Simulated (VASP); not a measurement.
# SiC (P6_3mc) in VASP: notebook, part 2 of 2

VASP 6.6.1.

## Step 4: Relaxation of cell and atoms, BLYP+D4

File INCAR:

```
  PREC = Accurate
  ENCUT = 600
  EDIFF = 1E-6
  ISMEAR = -1
  SIGMA = 0.05
  LREAL = F
  LASPH = T
  NELM = 100
  ALGO = Normal
  ISIF = 3
  LWAVE = F
  LCHARG = F
  GGA = B5
  ALDAX = 1.0
  AGGAX = 1.0
  AGGAC = 1.0
  ALDAC = 0.0
  IVDW = 13
  VDW_S6 = 1.0
  VDW_S8 = 2.34076671
  VDW_A1 = 0.44488865
  VDW_A2 = 4.0933009
  IBRION = 2
  NSW = 40
  EDIFFG = -0.02
```

File KPOINTS:

```
Automatic mesh
0
Gamma
  10 10 3
```

File POSCAR:

```
SiC
1.0
    3.0756941497      0.0000000000      0.0000000000
   -1.5378470748      2.6636292679      0.0000000000
    0.0000000000      0.0000000000     10.0706464800
Si C
4 4
Direct
    0.0000000000      0.0000000000      0.1878943800
    0.0000000000      0.0000000000      0.6878943800
    0.3333333333      0.6666666667      0.4378419800
    0.6666666667      0.3333333333      0.9378419800
    0.0000000000      0.0000000000      0.0004600500
    0.0000000000      0.0000000000      0.5004600500
    0.3333333333      0.6666666667      0.2498025900
    0.6666666667      0.3333333333      0.7498025900
```

Potentials or basis: VASP PAW PBE potentials, release 64 (Si, C).

Started as:

```sh
$ cat potpaw_PBE.64/Si/POTCAR potpaw_PBE.64/C/POTCAR > POTCAR
$ mpirun -np 1 vasp_std > vasp.out
```

OUTCAR:

```text
PREC = Accurate
   ENCUT = 600
   EDIFF = 1E-6
   ISMEAR = -1
   LREAL = F
   LASPH = T
   NELM = 100
   ISIF = 3
   GGA = B5
   IVDW = 13
   IBRION = 2
   NSW = 40
   EDIFFG = -0.02

 ion  position               nearest neighbor table
   1  0.000  0.000  0.188-   7 1.88   7 1.88   7 1.88   5 1.89   3 3.08   3 3.08   3 3.08   4 3.08
                             4 3.08   4 3.08
   2  0.000  0.000  0.688-   8 1.88   8 1.88   8 1.88   6 1.89   4 3.08   4 3.08   4 3.08   3 3.08
                             3 3.08   3 3.08
   3  0.333  0.667  0.438-   6 1.88   6 1.88   6 1.88   7 1.89   1 3.08   1 3.08   1 3.08   2 3.08
                             2 3.08   2 3.08
   4  0.667  0.333  0.938-   5 1.88   5 1.88   5 1.88   8 1.89   2 3.08   2 3.08   2 3.08   1 3.08
                             1 3.08   1 3.08
   5  0.000  0.000  0.000-   4 1.88   4 1.88   4 1.88   1 1.89
   6  0.000  0.000  0.500-   3 1.88   3 1.88   3 1.88   2 1.89
   7  0.333  0.667  0.250-   1 1.88   1 1.88   1 1.88   3 1.89
   8  0.667  0.333  0.750-   2 1.88   2 1.88   2 1.88   4 1.89

  LATTYP: Found a hexagonal cell.
 ALAT       =     3.0756941497
 C/A-ratio  =     3.2742678530

  Lattice vectors:

 A1 = (   3.0756941497,   0.0000000000,   0.0000000000)
 A2 = (  -1.5378470748,   2.6636292679,   0.0000000000)
 A3 = (   0.0000000000,   0.0000000000,  10.0706464800)

Analysis of symmetry for initial positions (statically):
=====================================================================
 Subroutine PRICEL returns:
 Original cell was already a primitive cell.

 Routine SETGRP: Setting up the symmetry group for a
 hexagonal supercell.

 Subroutine GETGRP returns: Found 12 space group operations
 (whereof  6 operations were pure point group operations)
 out of a pool of 24 trial point group operations.

The static configuration has the point symmetry C_3v.
 The point group associated with its full space group is C_6v.

[... 150 lines left out ...]
   GGA     = B5    functional components
   LHFCALC =     F    Hartree Fock is set to
   AEXX    =    0.0000 exact exchange contribution
   IVDW    =    13    specifies the selected vdW correction
   LEPSILON=     F    determine dielectric tensor
   LRPA    =     F    only Hartree local field effects (RPA)
 conjugate gradient relaxation of ions
 non-spin polarized calculation
  energy-cutoff  :      600.00
  volume of cell :       82.50
 maximum number of plane-waves:      2776
 NGX is ok and might be reduce to    28
   NGX = 13   NGY = 13   NGZ = 41

 number of electron      32.0000001 magnetization

 Free energy of the ion-electron system (eV)
  ---------------------------------------------------
  ext. energy  EPLUGINS =         0.00000000
  ---------------------------------------------------
  free energy    TOTEN  =       -54.56612796 eV

  energy without entropy =      -54.56612796  energy(sigma->0) =      -54.56612796

 E-fermi :   9.6802     XC(G=0): -10.6619

 val. band max:        8.6218864470   @ k =   0.0000   0.0000   0.0000
 cond. band min:      11.1589107820   @ k =   0.5000   0.0000   0.0000
 fundamental gap:      2.5370243350
 Fermi energy:         9.6802093708

 k-point     1 :       0.0000    0.0000    0.0000
  band No.  band energies     occupation
      1      -6.7477      2.00000
      2      -5.5786      2.00000
      3      -5.5436      2.00000
      4      -3.2297      2.00000
      5       0.1535      2.00000
      6       4.3207      2.00000
[... 565 lines left out ...]
     20      13.7540      0.00000
     21      14.8542      0.00000

 [... further k-points ...]

------------------------ aborting loop because EDIFF is reached ----------------------------------------

  DFT-D4 for vdW energy calculation

  Edisp (eV):   -5.13422

  FORCE on cell =-STRESS in cart. coord.  units (eV):
  Direction    XX          YY          ZZ          XY          YZ          ZX
  --------------------------------------------------------------------------------------
  -------------------------------------------------------------------------------------
  Total       0.06534     0.06534     0.14912     0.00000     0.00000     0.00000
  in kB       1.26878     1.26878     2.89583     0.00000     0.00000     0.00000
  external pressure =        1.81 kB  Pullay stress =        0.00 kB

 VOLUME and BASIS-vectors are now :
 -----------------------------------------------------------------------------
  energy-cutoff  :      600.00
  volume of cell :       82.50
      direct lattice vectors                 reciprocal lattice vectors
     3.075694150  0.000000000  0.000000000     0.325129857  0.187713811  0.000000000
    -1.537847075  2.663629268  0.000000000     0.000000000  0.375427621  0.000000000
     0.000000000  0.000000000 10.070646480     0.000000000  0.000000000  0.099298491

 POSITION                                       TOTAL-FORCE (eV/Angst)
 -----------------------------------------------------------------------------------
      0.00000      0.00000      1.89222        -0.000000      0.000000     -0.017258
      0.00000      0.00000      6.92754         0.000000     -0.000000     -0.017258
     -0.00000      1.77575      4.40935        -0.000000      0.000000      0.010499
      1.53785      0.88788      9.44468         0.000000      0.000000      0.010499
      0.00000      0.00000      0.00463         0.000000     -0.000000      0.005744
      0.00000      0.00000      5.03996        -0.000000      0.000000      0.005744
     -0.00000      1.77575      2.51567         0.000000     -0.000000      0.001015
      1.53785      0.88788      7.55100         0.000000      0.000000      0.001015
 -----------------------------------------------------------------------------------
    total drift:                                0.000000      0.000000      0.000429

  FREE ENERGIE OF THE ION-ELECTRON SYSTEM (eV)
  ---------------------------------------------------
  free  energy   TOTEN  =       -59.7003437723 eV

  energy  without entropy=      -59.7003437723  energy(sigma->0) =      -59.70034377

 reached required accuracy - stopping structural energy minimisation
```

OSZICAR:

```text
N       E                     dE             d eps       ncg     rms          rms(c)
DAV:   1     0.113914314119E+03    0.11391E+03   -0.16431E+04  1176   0.155E+03
DAV:   2    -0.549244590160E+02   -0.16884E+03   -0.15914E+03  1692   0.235E+02
DAV:   3    -0.631823843526E+02   -0.82579E+01   -0.82084E+01  1464   0.543E+01
DAV:   4    -0.633235215129E+02   -0.14114E+00   -0.14084E+00  1451   0.799E+00
DAV:   5    -0.633271237338E+02   -0.36022E-02   -0.36005E-02  1426   0.125E+00    0.174E+01
DAV:   6    -0.547134925869E+02    0.86136E+01   -0.31219E+01  1371   0.273E+01    0.688E+00
DAV:   7    -0.545871888493E+02    0.12630E+00   -0.20366E+00  1616   0.742E+00    0.337E+00
DAV:   8    -0.545656870787E+02    0.21502E-01   -0.12353E-01  1391   0.214E+00    0.905E-01
DAV:   9    -0.545656695020E+02    0.17577E-04   -0.16152E-02  1436   0.822E-01    0.239E-01
DAV:  10    -0.545660138371E+02   -0.34434E-03   -0.24591E-03  1424   0.268E-01    0.766E-02
DAV:  11    -0.545661271088E+02   -0.11327E-03   -0.20320E-04  1416   0.117E-01    0.472E-02
DAV:  12    -0.545661270650E+02    0.43753E-07   -0.13572E-05  1458   0.233E-02    0.154E-02
DAV:  13    -0.545661279600E+02   -0.89498E-06   -0.28120E-06  1008   0.909E-03
   1 F= -.59700344E+02 E0= -.59700344E+02  d E =-.597003E+02
```

Run time: 77 s. Hardware: 1 thread of AMD EPYC 7R13 (Zen 3), shared host; peak memory 0.22 GiB.

Results:

```
Free energy                  : -59.7003 eV
Pressure after relaxing      : 0.2 GPa
Largest force after relaxing : 0.017 eV/Å
Band gap on the k mesh       : 2.54 eV, indirect (least direct gap 3.65 eV)
Dispersion energy per atom   : -0.642 eV
```

Forces on the atoms (eV/Å):
```
Si   0.000  0.000 -0.017
Si   0.000  0.000 -0.017
Si   0.000  0.000  0.010
Si   0.000  0.000  0.010
C    0.000  0.000  0.006
C    0.000  0.000  0.006
C    0.000  0.000  0.001
C    0.000  0.000  0.001
```

Final structure:
```yaml
crystal:
  lattice:
    - [3.07569, 0.00000, 0.00000]
    - [-1.53785, 2.66363, 0.00000]
    - [0.00000, 0.00000, 10.07065]
  atoms:
    - { symbol: Si, position: [0.00000, 0.00000, 0.18789] }
    - { symbol: Si, position: [0.00000, 0.00000, 0.68789] }
    - { symbol: Si, position: [0.33333, 0.66667, 0.43784] }
    - { symbol: Si, position: [0.66667, 0.33333, 0.93784] }
    - { symbol: C, position: [0.00000, 0.00000, 0.00046] }
    - { symbol: C, position: [0.00000, 0.00000, 0.50046] }
    - { symbol: C, position: [0.33333, 0.66667, 0.24980] }
    - { symbol: C, position: [0.66667, 0.33333, 0.74980] }
```

Levels at points of the mesh, in eV from the valence-band top:
```csv
k point,band 13,band 14,band 15,band 16,band 17,band 18,band 19,band 20
"(0.00, 0.00, 0.00)",-0.58,-0.05,0.00,0.00,5.26,5.84,6.47,6.50
"(0.50, 0.00, 0.00)",-2.33,-2.19,-1.55,-1.12,2.54,2.66,4.48,4.94
```

Caveat: the relaxation stopped at its first step, so nothing moved; the PAW data sets were made with another functional, which shifts forces and pressure a little; an odd mesh through Γ misses points on the zone boundary, where band edges often lie.

## Step 5: Overview

| level | gap on the mesh (eV) | pressure (GPa) | relaxed volume (Å³/atom) | largest force (eV/Å) |
| --- | --- | --- | --- | --- |
| BLYP+D3 | 2.53 | 0.0 | 10.58 | 0.01 |
| BLYP+D3(BJ) | 2.54 | 0.0 | 10.26 | - |
| BLYP+D4 | 2.54 | 0.2 | - | 0.02 |

Alike in all rows: task relaxation of cell and atoms; potentials or basis VASP PAW PBE potentials, release 64 (Si, C); no spin polarisation; cell relaxed; k mesh 10 × 10 × 3; cutoff (eV) 600; smearing fermi-dirac 0.05 eV.

Caveats: the PAW data sets were made with another functional, which shifts forces and pressure a little; an odd mesh through Γ misses points on the zone boundary, where band edges often lie; the relaxation stopped at its first step, so nothing moved (some runs).

Total energies depend on the potentials used, so only differences within one code and one set of settings carry meaning.
